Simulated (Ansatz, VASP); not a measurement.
**CaO in VASP and in Ansatz**

Contents of INCAR:

```
SYSTEM = CaO
  PREC = Accurate
  ENCUT = 520
  EDIFF = 1E-6
  ISMEAR = 0
  SIGMA = 0.05
  LREAL = .False.
  LASPH = .True.
  NELM = 100
  ALGO = Normal
  ISIF = 2
  LWAVE = .False.
  LCHARG = .True.
  GGA = PE
  LELF = .True.
  LVHAR = .True.
  NBANDS = 15
```

Contents of KPOINTS:

```
Automatic mesh
0
Gamma
  12 12 12
  0 0 0
```

The input POSCAR:

```
CaO
1.0
    0.0000000000      2.4303877876      2.4303877876
    2.4303877876      0.0000000000      2.4303877876
    2.4303877876      2.4303877876      0.0000000000
Ca O
1 1
Direct
    0.5000000000      0.5000000000      0.5000000000
    0.0000000000      0.0000000000      0.0000000000
```

Input for Ansatz:

```yaml
crystal:
  lattice:
    - [0.0, 2.4303877876, 2.4303877876]
    - [2.4303877876, 0.0, 2.4303877876]
    - [2.4303877876, 2.4303877876, 0.0]
  atoms:
    - { symbol: Ca, position: [0.5, 0.5, 0.5] }
    - { symbol: O, position: [0.0, 0.0, 0.0] }
basis:
  ecutwfc: 420
  ecutrho_ratio: 4
kpoints:
  mp_grid: { grid: [12, 12, 12] }
hamiltonian:
  xc: pbe
scf:
  occupations: { method: gaussian, width: 0.05 }
output:
  forces: true
  stress: true
  eigenvalues: true
```

Alike in both runs: task single point; functional PBE; k mesh 12 × 12 × 12; occupations gaussian, width 0.05 eV; no spin polarisation.

```csv
,VASP,Ansatz
version,VASP 6.6.1,Ansatz 0.2.0
potentials or method,"VASP PAW PBE potentials, release 64 (Ca_sv, O)","scalar-relativistic, plane waves, PAW"
plane-wave cutoff (eV),520,420
valence electrons in the cell,16,16
```

|  | VASP | Ansatz | Ansatz less VASP |
| --- | --- | --- | --- |
| gap on the k mesh at the Fermi level (eV) | 3.64 | 3.66 | +0.018 |
| least direct gap on the mesh (eV) | 4.02 | 4.04 | +0.017 |
| pressure (GPa) | -1.4 | -1.9 | -0.49 |

The functional is the same, so the differences come from potentials, cutoffs and numerics.

A k mesh can miss the band edges. PBE gaps usually lie below the measured ones, often by a third to a half.
